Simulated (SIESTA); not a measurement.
**CuO (Tenorite) under changes of volume**

One of the cells (10.135 Å³/atom); the others are scaled copies at fixed shape and fractional positions:

```
CELL_PARAMETERS angstrom
2.34185 -1.71130 0.00000
2.34185 1.71130 0.00000
-0.85003 0.00000 5.05787
ATOMIC_POSITIONS crystal
Cu 0.50000 0.00000 0.50000
Cu 0.00000 0.50000 0.00000
O 0.41840 0.58160 0.75000
O 0.58160 0.41840 0.25000
```

```yaml
Program: SIESTA 5.4.2
Functional: PBEsol
Potentials_or_basis: PseudoDojo 0.4 standard (PBEsol files)
Basis: DZP (energy shift 0.003 Ry; two zetas on semicore shells)
Grid_cutoff: 800 Ry
Energy_shift: 0.003 Ry
k_mesh: 10 × 10 × 5
Occupations: fermi-dirac, width 0.05 eV
Spin: no spin polarisation
```

```csv
volume (Å³/atom),energy over the lowest point (meV/atom),pressure (GPa),largest force (eV/Å)
9.527,16.89,11.1,0.013
9.730,5.86,6.5,0.066
9.932,0.39,2.3,0.140
10.135,0.00,-1.5,0.206
10.338,4.04,-4.8,0.266
10.540,11.97,-7.7,0.323
10.743,?,?,?
```

**Question.** What does the run at 10.743 Å³/atom give?

**Answer.** Energy over the lowest point 23.50 meV/atom; pressure -10.4 GPa; largest force 0.373 eV/Å.

Worked out: A Birch-Murnaghan fit of order 3 (a polynomial in V^(-2/3)) to the other rows has its minimum at 10.05 Å³/atom with B0 = V·E''(V) = 183 GPa and B' = 4.8 at fixed shape and positions, which overstates the stiffness. It gives 23.48 meV/atom at 10.743 Å³/atom, against the run's 23.50, and -dE/dV = -10.4 GPa, against -10.4.

Energies are extrapolated to zero smearing.

Caveats: short orbitals over semicore shells can move pressures by several GPa; the basis of atomic orbitals isn't converged, which shifts pressures, moduli and gaps; the run has no spin polarisation, though such a crystal can be magnetic.
